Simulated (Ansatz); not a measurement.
Functionals side by side, with their cost (level): GeO2 (P3_121, 9 atoms in the cell)

Cell: a = 4.9545 Å, b = 4.9545 Å, c = 5.6379 Å, α = 90.00°, β = 90.00°, γ = 120.00°.

Program: Ansatz (a program for electronic structure), PAW files made with PBE; each row names its functional.

Base settings: basis.ecutwfc = 30.9 Ry; kpoints.mp_grid.grid = 4 4 3; hamiltonian.xc = hse06; hamiltonian.pseudopotentials = {kind: paw} (the program's default PAW files); scf.occupations.method = fermi_dirac; scf.occupations.width = 0.0007 Ry.

Differences are taken from HSE06, a reference of convenience: it is no measurement, and no ranking of the functionals follows.

Core times come from one kind of shared machine and are given to one figure; runs under 30 s give none.

The starting cell comes from a database of computed structures (which also holds hypothetical and non-ambient phases and stackings), without a prior relaxation at this level. Its lattice was rescaled by a random factor within 2.5 % of one. Ansatz's pressure includes its estimate of the finite-basis (Pulay) stress.

```
level  gap on the mesh less reference (eV)  pressure less reference (GPa)  largest difference in the force on any atom (eV/Å)  core time / reference (rough)
-----  -----------------------------------  -----------------------------  --------------------------------------------------  -----------------------------
PBE                                 -1.896                           7.01                                               0.627                              –
PBE0                                 0.748                          -0.08                                               0.001                              1
HSE06                                0.000                           0.00                                               0.000                              1
```

Keys are those of Ansatz 0.2.
